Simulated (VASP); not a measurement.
BN:

```
B N
1.0
     2.50650    0.00000    0.00000
    -1.25325    2.17069    0.00000
     0.00000    0.00000    6.57374
B N
2 2
Direct
  0.33333 0.66667 0.25000
  0.66667 0.33333 0.75000
  0.33333 0.66667 0.75000
  0.66667 0.33333 0.25000
```

Base run:

```yaml
Program: VASP 6.6.1
Functional: PBE-EpsX
Potentials_or_basis: VASP PAW PBE potentials, release 64 (B, N)
Cutoff: 520 eV
k_mesh: 9 × 9 × 3
Occupations: gaussian, width 0.03 eV
Spin: no spin polarisation
```

Its results: band gap on the k mesh 6.43 eV, indirect (least direct gap 6.72 eV); pressure -2.0 GPa.

Task: The run is repeated on the same cell with these changes: functional from PBE-EpsX to PBE0. What comes out?

Result: Band gap on the k mesh 6.48 eV, indirect (least direct gap 6.77 eV); pressure -2.2 GPa.

Caveats: the PAW data sets were made with another functional, which shifts forces and pressure a little; the mesh misses the band edges, which the band path finds closer together; this functional lacks dispersion, which binds the layers, so the pressure and a relaxed spacing across them are unreliable (some runs).
